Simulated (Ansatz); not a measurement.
Geometry optimisation in Ansatz: input, command and trajectory.

```yaml
crystal:
  lattice:
    - [5.5228405422, 0.8264091293, 0.0059063366]
    - [0.8495299946, 5.5388027968, 0.0389045158]
    - [0.004319803, 0.0092423704, 5.7284210727]
  atoms:
    - { symbol: Ge, position: [0.1393396174, 0.2284792973, 0.3770962929] }
    - { symbol: Ge, position: [0.5601416385, 0.2552406723, 0.1149881553] }
    - { symbol: Ge, position: [0.1822337812, 0.7441663382, 0.3166242825] }
    - { symbol: Ge, position: [0.728661873, 0.0462068201, 0.5304190904] }
    - { symbol: Ge, position: [0.7048366589, 0.6195258306, 0.3497898805] }
    - { symbol: Ge, position: [0.3846028598, 0.4683601257, 0.7012519055] }
    - { symbol: Ge, position: [0.4157639211, 0.8806088895, 0.9034792135] }
    - { symbol: Ge, position: [0.985338267, 0.2725256167, 0.8655691102] }
    - { symbol: Ge, position: [0.9313834133, 0.7621913358, 0.9143992927] }
  symmetry: { detect: false }
basis:
  ecutwfc: 420
kpoints:
  mp_grid: { grid: [4, 4, 4] }
hamiltonian:
  xc: pbe
scf:
  occupations: { method: gaussian, width: 0.1 }
  lower_state_search: "off"
output:
  forces: true
  stress: true
  eigenvalues: true
relax:
  adjacent_minimum: "off"
  f_tol: 0.04
  max_steps: 25
  cell: { stress_tol: 0.3 }
```

```bash
ansatz run input.yaml --threads 2 --pin off --max-ram 5120MiB --backend cpu --events-out ev --progress --plain --runs-dir out
```

These are results of DFT PBE, scalar-relativistic, plane waves, PAW (Ansatz), not measurements.

Of 19 frames 10 are shown, positions in Å and forces in eV/Å; the SCF threshold varies from step to step. Steps run on the plane waves of an earlier cell, with a Pulay correction in the pressure. The basis is chosen afresh for the last frame, the zero of the energies, and can be on the way; energy and pressure step there, also at an unchanged geometry. The mark taken_back stands on steps that the optimiser undid.

```xyz
9
Lattice="5.5228 0.8264 0.0059 0.8495 5.5388 0.0389 0.0043 0.0092 5.7284" Properties=species:S:1:pos:R:3:forces:R:3 pbc="T T T" step=1 free_energy_over_end_meV_per_atom=92.33 pressure_GPa=2.81
Ge    0.9653    1.3841    2.1699   -0.1320    0.2010    0.0180
Ge    3.3109    1.8777    0.6719    0.0180    0.0230   -0.0250
Ge    1.6400    4.2753    1.8438    0.1450    0.0770   -0.1220
Ge    4.0658    0.8630    3.0446   -0.0190    0.0470    0.1420
Ge    4.4205    4.0171    2.0320   -0.0710   -0.1670   -0.1520
Ge    2.5250    2.9185    4.0376    0.0760   -0.0610   -0.1100
Ge    3.0482    5.2295    5.2122    0.0650    0.1600    0.1750
Ge    5.6771    2.3318    4.9748    0.1080   -0.2180   -0.0270
Ge    5.7953    4.9998    5.2732   -0.1910   -0.0610    0.1020
9
Lattice="5.6784 0.9003 0.0838 0.9247 5.6945 0.1258 0.0735 0.0890 5.7064" Properties=species:S:1:pos:R:3:forces:R:3 pbc="T T T" step=3 free_energy_over_end_meV_per_atom=69.72 pressure_GPa=-0.43
Ge    0.9534    1.6017    2.1824    0.0250    0.0070    0.0290
Ge    3.4397    1.9620    0.7348    0.0080   -0.0010    0.0080
Ge    1.7508    4.5767    1.8966   -0.0470    0.0220    0.0150
Ge    4.2018    0.9244    3.1498    0.0160    0.0030    0.0510
Ge    4.5302    4.2238    2.0561   -0.0240   -0.0340   -0.0210
Ge    2.7005    3.1140    4.0513   -0.0120   -0.0080   -0.0490
Ge    3.3075    5.4459    5.3638    0.0220    0.0230    0.0180
Ge    5.9747    2.3754    5.0529   -0.0400    0.0070   -0.0360
Ge    6.0446    5.1149    5.4241    0.0530   -0.0190   -0.0140
9
Lattice="5.6805 0.9145 0.0057 0.9399 5.6864 0.2465 -0.0286 0.2299 5.6375" Properties=species:S:1:pos:R:3:forces:R:3 pbc="T T T" step=5 free_energy_over_end_meV_per_atom=61.30 pressure_GPa=0.39
Ge    1.0738    1.8885    2.2113    0.0010    0.0390    0.0110
Ge    3.4882    1.9493    0.7199   -0.0080    0.0170    0.0060
Ge    1.4854    4.9295    2.0265   -0.0270   -0.0510   -0.2040
Ge    4.0130    0.8626    3.1845   -0.0830   -0.0590   -0.1320
Ge    4.3762    4.1799    1.9987    0.0560   -0.0100   -0.0370
Ge    2.7358    3.3260    3.9532    0.0260    0.0250    0.1190
Ge    3.3272    5.6397    5.4389   -0.0610    0.0580    0.0310
Ge    5.7638    2.3352    4.7921    0.0360   -0.0270    0.0120
Ge    6.1980    4.9803    5.3601    0.0590    0.0070    0.1940
9
Lattice="5.7252 0.9293 -0.1055 0.9536 5.7348 0.2072 -0.1403 0.2069 5.5848" Properties=species:S:1:pos:R:3:forces:R:3 pbc="T T T" step=7 free_energy_over_end_meV_per_atom=54.29 pressure_GPa=-0.21
Ge    1.1372    1.9797    2.2110   -0.0590    0.0060   -0.0140
Ge    3.5080    1.9772    0.6472    0.0250   -0.0370   -0.0440
Ge    1.4071    5.0838    1.9201    0.0250    0.0460   -0.0910
Ge    3.9039    0.7362    3.0601    0.0930   -0.0370   -0.0200
Ge    4.3686    4.1389    1.8491    0.1040    0.1510    0.0320
Ge    2.7492    3.4462    3.8647   -0.0930    0.0360    0.0480
Ge    3.2612    5.7594    5.3427   -0.1000   -0.0890   -0.0150
Ge    5.6258    2.2609    4.5804    0.0220   -0.0380    0.0310
Ge    6.2169    4.8734    5.2152   -0.0170   -0.0370    0.0720
9
Lattice="5.7108 1.0758 -0.3418 1.0673 5.9311 0.1855 -0.3875 0.2239 5.4186" Properties=species:S:1:pos:R:3:forces:R:3 pbc="T T T" step=9 free_energy_over_end_meV_per_atom=37.94 pressure_GPa=0.50
Ge    1.1317    2.1879    2.1216    0.0260   -0.3060    0.1850
Ge    3.5399    2.0965    0.4748   -0.0680    0.0490    0.0020
Ge    1.4102    5.6215    1.6660   -0.0270   -0.1040    0.0280
Ge    3.8158    0.6521    2.8411    0.0710   -0.0220   -0.0290
Ge    4.3163    4.3751    1.6616    0.0120   -0.1350    0.0970
Ge    2.5578    3.8172    3.6298   -0.0410    0.0500    0.0810
Ge    3.1325    6.0212    5.0342    0.0520    0.0440   -0.1290
Ge    5.3607    2.3318    4.1805   -0.0480    0.2590   -0.1010
Ge    6.0725    4.8161    4.9556    0.0230    0.1650   -0.1350
9
Lattice="5.6492 1.1353 -0.4410 1.1237 5.8841 0.2521 -0.5034 0.3099 5.5146" Properties=species:S:1:pos:R:3:forces:R:3 pbc="T T T" step=11 free_energy_over_end_meV_per_atom=12.19 pressure_GPa=0.29
Ge    1.2391    1.9685    2.3705    0.0260   -0.0880    0.0390
Ge    3.3969    2.1666    0.4561    0.0260   -0.0020    0.0060
Ge    1.4412    5.5414    1.5864    0.0840    0.2300    0.0360
Ge    3.8491    0.6432    2.7749    0.1000   -0.0020    0.0110
Ge    4.2973    4.3157    1.7009    0.0700    0.0700    0.0220
Ge    2.3682    4.0029    3.6931   -0.0400    0.0120   -0.0020
Ge    3.0921    6.1878    5.0502   -0.0980   -0.0930   -0.0330
Ge    5.0567    2.6636    4.0647   -0.0560    0.0600   -0.0320
Ge    5.9400    4.9635    5.1409   -0.1130   -0.1890   -0.0470
9
Lattice="5.5026 1.2779 -0.4936 1.2303 5.9746 0.2704 -0.5621 0.3375 5.6037" Properties=species:S:1:pos:R:3:forces:R:3 pbc="T T T" step=13 free_energy_over_end_meV_per_atom=19.32 pressure_GPa=0.82 taken_back
Ge    1.3774    1.8733    2.5855   -0.1120    0.2150   -0.2330
Ge    3.2961    2.2759    0.4671    0.0490   -0.0510    0.0170
Ge    1.6745    5.7700    1.3735   -0.0290   -0.0820    0.0770
Ge    3.9810    0.6279    2.7400   -0.2220    0.2230    0.0130
Ge    4.2208    4.4555    1.7450   -0.0390    0.0560   -0.0180
Ge    2.1230    4.2476    3.7738    0.1870   -0.2660    0.0010
Ge    3.0886    6.4045    5.0121    0.1000   -0.1300    0.2150
Ge    4.6876    2.9879    3.9734    0.0820   -0.1280    0.0930
Ge    5.6525    5.0555    5.4335   -0.0160    0.1630   -0.1660
9
Lattice="5.5219 1.2241 -0.4485 1.1821 5.9577 0.2148 -0.5054 0.2711 5.6054" Properties=species:S:1:pos:R:3:forces:R:3 pbc="T T T" step=15 free_energy_over_end_meV_per_atom=1.62 pressure_GPa=0.04
Ge    1.3166    1.9076    2.4890    0.0010   -0.0010    0.0010
Ge    3.3266    2.2244    0.4720    0.0000    0.0000    0.0000
Ge    1.6046    5.6810    1.4390   -0.0010    0.0020   -0.0010
Ge    3.9339    0.6317    2.7913    0.0010   -0.0010    0.0020
Ge    4.2217    4.4065    1.7400    0.0000   -0.0010    0.0000
Ge    2.2132    4.0881    3.7584   -0.0010    0.0000   -0.0010
Ge    3.1073    6.2710    5.0251    0.0010    0.0010    0.0000
Ge    4.8310    2.8121    4.0606   -0.0010    0.0010   -0.0010
Ge    5.7249    4.9962    5.3258    0.0000   -0.0010    0.0010
9
Lattice="5.5246 1.2524 -0.4773 1.2070 5.9830 0.2019 -0.5339 0.2622 5.6106" Properties=species:S:1:pos:R:3:forces:R:3 pbc="T T T" step=17 free_energy_over_end_meV_per_atom=0.06 pressure_GPa=0.05
Ge    1.3111    1.9157    2.4824    0.0000   -0.0010    0.0000
Ge    3.3308    2.2455    0.4535    0.0000    0.0000    0.0000
Ge    1.6211    5.7064    1.4237    0.0000    0.0010    0.0000
Ge    3.9188    0.6462    2.7734    0.0000    0.0000    0.0000
Ge    4.2281    4.4372    1.7148    0.0000    0.0000    0.0000
Ge    2.2088    4.1070    3.7443    0.0000    0.0000    0.0000
Ge    3.1067    6.2989    5.0046    0.0000    0.0000    0.0000
Ge    4.8167    2.8374    4.0351    0.0000    0.0000    0.0000
Ge    5.7138    5.0296    5.2958    0.0000    0.0000    0.0000
9
Lattice="5.5285 1.2421 -0.4583 1.1969 5.9858 0.1997 -0.5134 0.2569 5.5998" Properties=species:S:1:pos:R:3:forces:R:3 pbc="T T T" step=19 free_energy_over_end_meV_per_atom=0.00 pressure_GPa=-0.01
Ge    1.3188    1.9114    2.4817    0.0000    0.0000    0.0000
Ge    3.3328    2.2397    0.4623    0.0000    0.0000    0.0000
Ge    1.6170    5.7068    1.4212    0.0000    0.0000    0.0000
Ge    3.9345    0.6347    2.7824    0.0000    0.0000    0.0000
Ge    4.2318    4.4300    1.7225    0.0000    0.0000    0.0000
Ge    2.2178    4.1017    3.7419    0.0000    0.0000    0.0000
Ge    3.1174    6.2922    5.0015    0.0000    0.0000    0.0000
Ge    4.8334    2.8250    4.0428    0.0000    0.0000    0.0000
Ge    5.7323    5.0155    5.3028    0.0000    0.0000    0.0000
```

It took 6.7 min on 2 threads of Arm Neoverse V2 (shared host), peak memory 0.65 GiB.

The k mesh is coarse.